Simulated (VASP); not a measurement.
# TePb (Fm-3m) in VASP: settings compared, part 2 of 2

VASP 6.6.1. The steps go on from the part before.

## (5) Single point, PBE, non-collinear spin, zero start, spin-orbit coupling

Contents of INCAR:

```
ALGO     = Normal         # electronic algorithm
EDIFF    = 1E-6           # SCF threshold, eV
ENCUT    = 520            # plane-wave cutoff, eV
GGA      = PE             # functional
GGA_COMPAT= F            
ISIF     = 2              # what is computed and relaxed
ISMEAR   = -1             # smearing method
LASPH    = T              # aspherical terms in the spheres
LCHARG   = T              # write CHGCAR
LORBIT   = 11             # projections on sites
LORBMOM  = T            
LREAL    = F              # projectors in reciprocal space
LSORBIT  = T              # spin-orbit coupling
LVHAR    = T            
LWAVE    = F              # write WAVECAR
MAGMOM   = 0 0 0 0 0 0    # initial moments
NBANDS   = 32             # bands
NELM     = 150            # most SCF steps
PREC     = Accurate       # precision mode
SIGMA    = 0.05           # smearing width, eV
```

Contents of KPOINTS:

```
k-points
0
Gamma
  7 7 7
```

Contents of POSCAR:

```
TePb
1.0
    0.0000000000      3.2310000000      3.2310000000
    3.2310000000      0.0000000000      3.2310000000
    3.2310000000      3.2310000000      0.0000000000
Pb Te
1 1
Direct
    0.0000000000      0.0000000000      0.0000000000
    0.5000000000      0.5000000000      0.5000000000
```

Potentials or basis: VASP PAW PBE potentials, release 64 (Pb_d, Te).

Command:

```bash
$ cat potpaw_PBE.64/Pb_d/POTCAR potpaw_PBE.64/Te/POTCAR > POTCAR
$ mpirun -np 1 vasp_ncl > vasp.out
```

OUTCAR:

```text
EDIFF = 1E-6
   ENCUT = 520
   GGA = PE
   ISIF = 2
   ISMEAR = -1
   LASPH = T
   LORBIT = 11
   LREAL = F
   LSORBIT = T
   NELM = 150
   PREC = Accurate

 ion  position               nearest neighbor table
   1  0.000  0.000  0.000-   2 3.23   2 3.23   2 3.23   2 3.23   2 3.23   2 3.23
   2  0.500  0.500  0.500-   1 3.23   1 3.23   1 3.23   1 3.23   1 3.23   1 3.23

  LATTYP: Found a face centered cubic cell.
 ALAT       =     6.4620000000

  Lattice vectors:

 A1 = (   0.0000000000,   3.2310000000,   3.2310000000)
 A2 = (   3.2310000000,   0.0000000000,   3.2310000000)
 A3 = (   3.2310000000,   3.2310000000,   0.0000000000)

[... 987 lines left out ...]
 l=   3
     0.0000000     0.0000000     0.0000000     0.0000000     0.0000000     0.0000000     0.0000000
     0.0000000     0.0000000     0.0000000     0.0000000     0.0000000     0.0000000     0.0000000
     0.0000000     0.0000000     0.0000000     0.0000000     0.0000000     0.0000000     0.0000000
     0.0000000     0.0000000     0.0000000     0.0000000     0.0000000     0.0000000     0.0000000
     0.0000000     0.0000000     0.0000000     0.0000000     0.0000000     0.0000000     0.0000000
     0.0000000     0.0000000     0.0000000     0.0000000     0.0000000     0.0000000     0.0000000
     0.0000000     0.0000000     0.0000000     0.0000000     0.0000000     0.0000000     0.0000000

 total charge

# of ion       s       p       d       tot
------------------------------------------
    1        1.450   0.607   9.834  11.890
    2        1.379   1.989   0.019   3.387
--------------------------------------------------
tot          2.829   2.596   9.853  15.277

 magnetization (x)

# of ion       s       p       d       tot
------------------------------------------
    1        0.000  -0.000   0.000   0.000
    2       -0.000  -0.000   0.000  -0.000
--------------------------------------------------
tot          0.000  -0.000   0.000  -0.000

 magnetization (y)

# of ion       s       p       d       tot
------------------------------------------
    1        0.000  -0.000  -0.000   0.000
    2       -0.000  -0.000  -0.000  -0.000
--------------------------------------------------
tot          0.000  -0.000  -0.000  -0.000

 magnetization (z)

# of ion       s       p       d       tot
------------------------------------------
    1       -0.000  -0.000   0.000  -0.000
    2       -0.000   0.000  -0.000  -0.000
--------------------------------------------------
tot         -0.000   0.000  -0.000  -0.000
```

stdout:

```text
POSCAR found type information on POSCAR PbTe
 POSCAR found :  2 types and       2 ions
 scaLAPACK will be used
 LDA part: xc-table for (Slater+PW92), standard interpolation
 POSCAR, INCAR and KPOINTS ok, starting setup
 FFT: planning ... GRIDC
 FFT: planning ... GRID_SOFT
 FFT: planning ... GRID
 WAVECAR not read
 entering main loop
```

Run time: 6.1 min. Hardware: 1 thread of Intel Xeon 8259CL, shared host; peak memory 0.38 GiB.

Results:

| Item | Value |
| --- | --- |
| Free energy | -8.0325 eV |
| Pressure | 2.0 GPa |
| Net moment | 0.00 μB per cell |
| Valence electrons inside the program's atomic spheres | Pb 11.89; Te 3.39 |

Moments on the atoms (μB; x, y, z):
```
Pb  0.00 0.00 0.00
Te  0.00 0.00 0.00
```

Caveat: this odd mesh misses L, so gap, dielectric constants and Born charges aren't listed.

## (6) Single point, PBE-based screened hybrid with 25 % exact exchange

This run uses another cell than the first one, of 34.40 Å³/atom.

Contents of POSCAR:

```
TePb
1.0
    0.0000000000      3.2523979746      3.2523979746
    3.2523979746      0.0000000000      3.2523979746
    3.2523979746      3.2523979746      0.0000000000
Pb Te
1 1
Direct
    0.0000000000      0.0000000000      0.0000000000
    0.5000000000      0.5000000000      0.5000000000
```

Contents of INCAR.step1:

```
PREC     = Accurate       # precision mode
ENCUT    = 520            # plane-wave cutoff, eV
EDIFF    = 1E-5           # SCF threshold, eV
ISMEAR   = -1             # smearing method
SIGMA    = 0.05           # smearing width, eV
LREAL    = False          # projectors in reciprocal space
LASPH    = True           # aspherical terms in the spheres
NELM     = 60             # most SCF steps
ALGO     = Normal         # electronic algorithm
ISIF     = 2              # what is computed and relaxed
LWAVE    = True           # write WAVECAR
LCHARG   = False          # write CHGCAR
NBANDS   = 17             # bands
GGA      = PE             # functional
```

Contents of INCAR.step2:

```
PREC     = Accurate       # precision mode
ENCUT    = 520            # plane-wave cutoff, eV
EDIFF    = 1E-6           # SCF threshold, eV
ISMEAR   = -1             # smearing method
SIGMA    = 0.05           # smearing width, eV
LREAL    = False          # projectors in reciprocal space
LASPH    = True           # aspherical terms in the spheres
NELM     = 60             # most SCF steps
ALGO     = Normal         # electronic algorithm
ISIF     = 2              # what is computed and relaxed
LWAVE    = False          # write WAVECAR
LCHARG   = False          # write CHGCAR
GGA      = PE             # functional
LHFCALC  = True           # exact exchange
AEXX     = 0.25           # exact-exchange fraction
HFSCREEN = 0.3            # screening, 1/A
PRECFOCK = Normal       
NBANDS   = 17             # bands
ISTART   = 1
```

Contents of KPOINTS:

```
regular mesh
0
Gamma
  4 4 4
```

Potentials or basis: VASP PAW PBE potentials, release 64 (Pb_d, Te).

Command:

```bash
$ cat potpaw_PBE.64/Pb_d/POTCAR potpaw_PBE.64/Te/POTCAR > POTCAR
$ cp INCAR.step1 INCAR
$ mpirun -np 1 vasp_std > vasp.out
$ cp INCAR.step2 INCAR
$ mpirun -np 1 vasp_std > vasp.out
```

It took 17 min on 1 thread of Intel Xeon Platinum 8259CL at 2.50GHz (Skylake/Cascade Lake), shared host; peak memory 0.32 GiB.

It converged, with:

```yaml
Free_energy: -8.6614 eV
Pressure: 0.2 GPa
Band_gap_on_the_k_mesh: 1.01 eV
```

Levels at points of the mesh, in eV from the valence-band top:
```csv
k point,band 6,band 7,band 8,band 9,band 10,band 11,band 12,band 13,band 14,band 15
"(0.00, 0.00, 0.00)",-12.96,-5.92,-1.46,-1.46,-1.46,4.56,4.56,4.56,6.26,6.26
"(0.50, 0.00, 0.00)",-11.45,-9.15,-1.02,-1.02,0.00,1.01,1.58,1.58,8.95,9.81
"(0.50, 0.50, 0.00)",-11.18,-7.73,-4.79,-2.99,-2.99,3.66,6.01,6.01,7.28,10.68
```

Caveat: the PAW data sets were made with another functional, which shifts forces and pressure a little; spin-orbit coupling is left out, which moves the levels of the heavy elements.

## (7) Summary

```tsv
task	level	spin	cell	k mesh	cutoff (eV)	grid for exact exchange (PRECFOCK)	share of exact exchange	screening parameter	pressure (GPa)	relaxed volume (Å³/atom)
relaxation of cell and atoms	BLYP+D4	off	relaxed from a = 4.569 Å, angles 60.0°, 2 atoms	7 × 7 × 7	600	-	-	-	0.0	37.12
single point	PBE	off	a = 4.569 Å, angles 60.0°, 2 atoms	13 × 13 × 13	520	-	-	-	2.1	-
relaxation of cell and atoms	r2SCAN+rVV10	off	relaxed from a = 4.569 Å, angles 60.0°, 2 atoms	7 × 7 × 7	600	-	-	-	0.0	34.31
single point	PBE	non-collinear, zero start, SOC	a = 4.569 Å, angles 60.0°, 2 atoms	7 × 7 × 7	520	-	-	-	2.0	-
single point	PBE-based screened hybrid with 25 % exact exchange	off	a = 4.600 Å, angles 60.0°, 2 atoms	4 × 4 × 4	520	Normal	0.25	0.3 1/Å	0.2	-
```

Alike in all rows: potentials or basis VASP PAW PBE potentials, release 64 (Pb_d, Te); smearing fermi-dirac 0.05 eV.

Caveats: spin-orbit coupling is left out, which moves the levels of the heavy elements (at least some runs); the PAW data sets were made with another functional, which shifts forces and pressure a little (at least some runs).

Absolute energies hang on the potentials; compare differences alone.

## (8) How close it comes

Step 6. A measured gap of TePb is 0.19 eV (direct; 4.2 K; a printed reference work, monograph); the calculated 1.01 eV misses it by +0.82 eV. Spin-orbit coupling on Pb, Te is left out. The value is that of PBE-based screened hybrid with 25 % exact exchange on a finite k mesh, which can miss the band edges, without temperature or zero-point motion.
